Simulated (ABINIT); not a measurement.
An input for ABINIT 10.8.3 (patched build) (BaS):

File run.abi:

```
# Pseudopotentials
pp_dirpath "./"
pseudos "Ba.GGA_PBE-ansatz.xml, S.GGA_PBE-ansatz.xml"

# Structure
acell 3*1.0 Angstrom
rprim
     0.0000000000     3.1937500000     3.1937500000
     3.1937500000     0.0000000000     3.1937500000
     3.1937500000     3.1937500000     0.0000000000
ntypat 2
znucl 56 16
natom 3
typat 1 2
xred
     0.0000000000     0.0000000000     0.0000000000
     0.5000000000     0.5000000000     0.5000000000

# Plane-wave basis
ecut 18.0
pawecutdg 36.0

# k points
kptopt 1
ngkpt 7 7 7
nshiftk 1
shiftk 0.0 0.0 0.0

# Exchange and correlation
ixc -497498
usekden 1
pawxcdev 0

# Bands and occupations
nband 12
occopt 3
tsmear 0.00183747

# SCF cycle
nstep 50
tolvrs 1.0e-7

# Output
iomode 3
prtwf 0
prtden 0
prteig 0
prtebands 0
enunit 2
```

Potentials or basis: Ansatz PAW PBE default generated set, frozen core.

Launch:

```bash
$ mpirun --bind-to none -np 4 abinit run.abi > log 2>&1
```

Question: What does the program do with it?

Answer: The run stopped without a result. It printed:

run.abo:

```text
.Version 10.8.3 of ABINIT

--- !ERROR
message: |
    An error occurred reading data for keyword ` TYPAT`,
    looking for 3 elements.
    There is a problem with the input string:

     XRED 0.0000000000 0.0000000000 0.0000000000 0.5000000000 0.5000000000 0.5000000000 ECUT 18.0 PAWECUTDG 36.0 KPTOPT 1 NGKPT 7 7 7 NSHIFTK 1 SHIFTK 0.0 0.0 0.0 IXC -497498 USEKDEN 1 PAWXCDEV 0 NBAND 12 OCCOPT 3 TSMEAR 0.00183747 NSTEP 50 TOLVRS 1.0E-7 IOMODE 3 PRTWF 0 PRTDEN 0 PRTEIG 0 PRTEBANDS 0 ENUNIT 2

    Maybe a disagreement between the declared dimension of the array,
    and the number of items provided.
    Action: check the documentation, correct your input file and especially the keyword:  TYPAT
...

--- !ERROR
message: |
    An error occurred reading data for keyword ` TYPAT`,
    looking for 3 elements.
    There is a problem with the input string:

     XRED 0.0000000000 0.0000000000 0.0000000000 0.5000000000 0.5000000000 0.5000000000 ECUT 18.0 PAWECUTDG 36.0 KPTOPT 1 NGKPT 7 7 7 NSHIFTK 1 SHIFTK 0.0 0.0 0.0 IXC -497498 USEKDEN 1 PAWXCDEV 0 NBAND 12 OCCOPT 3 TSMEAR 0.00183747 NSTEP 50 TOLVRS 1.0E-7 IOMODE 3 PRTWF 0 PRTDEN 0 PRTEIG 0 PRTEBANDS 0 ENUNIT 2

    Maybe a disagreement between the declared dimension of the array,
    and the number of items provided.
    Action: check the documentation, correct your input file and especially the keyword:  TYPAT
...
```
